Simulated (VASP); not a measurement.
Input of a VASP 6.6.1 run:

The input INCAR:

```
PREC     = Accurate       # precision mode
ENCUT    = 600            # plane-wave cutoff, eV
EDIFF    = 1E-7           # SCF threshold, eV
ISMEAR   = 0              # smearing method
SIGMA    = 0.03           # smearing width, eV
LREAL    = False          # projectors in reciprocal space
LASPH    = True           # aspherical terms in the spheres
NELM     = 80             # most SCF steps
ALGO     = Normal         # electronic algorithm
ISIF     = 3              # what is computed and relaxed
LWAVE    = False          # write WAVECAR
LCHARG   = False          # write CHGCAR
GGA      = PE             # functional
IBRION   = 2              # ionic algorithm
NSW      = 90             # ionic steps
EDIFFG   = -0.005         # ionic threshold
```

File KPOINTS:

```
regular mesh
0
Gamma
  8 8 8
```

POSCAR

```
GaP                                     
1.0
    0.0000000000      2.7528246308      2.7528246308
    2.7528246308      0.0000000000      2.7528246308
    2.7528246308      2.7528246308      0.0000000000
  Ga              P             
     1     1
Direct
     0.0000000000000000    0.0000000000000000    0.0000000000000000
     0.2500000000000000    0.2500000000000000    0.2500000000000000
```

Potentials or basis: VASP PAW PBE potentials, release 64 (Ga_d, P).

Command:

```console
$ cat potpaw_PBE.64/Ga_d/POTCAR potpaw_PBE.64/P/POTCAR > POTCAR
$ mpirun -np 1 vasp_std > vasp.out
```

What does it give for the band gap on the k mesh?

1.58 eV, direct.

Final structure:
```xyz
2
Lattice="0.0000 2.7528 2.7528 2.7528 0.0000 2.7528 2.7528 2.7528 0.0000" Properties=species:S:1:pos:R:3 pbc="T T T"
Ga    0.0000    0.0000    0.0000
P     1.3764    1.3764    1.3764
```

Caveat: the relaxation stopped at its first step, so nothing moved. A k mesh can miss the band edges.
